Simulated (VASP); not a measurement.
Runs of VASP 6.6.1 on BaO. It takes space group Fm-3m (No. 225, cubic). Conventional cell: a = 5.532 Å, b = 5.532 Å, c = 5.532 Å, α = 90.00°, β = 90.00°, γ = 90.00°. Ba (site symmetry m-3m) is surrounded by 6 O at 2.77 Å. Around O (site symmetry m-3m) lie 6 Ba at 2.77 Å. The cell is a database's computed one.

```tsv
potentials or basis	k mesh	cutoff (eV)	smearing	gap on the mesh (eV)	pressure (GPa)
VASP PAW PBE potentials, release 64 (Ba_sv, O)	8 × 8 × 8	520	gaussian 0.5 eV	1.85	0.1
VASP PAW PBE potentials, release 64 (Ba_sv, O_h)	8 × 8 × 8	900	gaussian 0.02 eV	1.86	-0.1
VASP PAW PBE potentials, release 64 (Ba_sv, O)	14 × 14 × 14	520	gaussian 0.02 eV	1.85	0.1
VASP PAW PBE potentials, release 64 (Ba_sv, O)	8 × 8 × 8	700	gaussian 0.02 eV	1.86	(a)
```

Alike in all rows: task single point; level PBEsol; no spin polarisation; cell as given.

Estimate the missing entries.

(a) 0.0.

Caveats: the PAW data sets were made with another functional, which shifts forces and pressure a little; spin-orbit coupling is left out, which moves the levels of the heavy elements; the cutoff is under 1.25 times the usual one of these potentials, so pressure, stress and relaxed cells hold a basis-set (Pulay) error (some runs).

A k mesh can miss the band edges, and the runs leave out spin-orbit coupling on Ba.
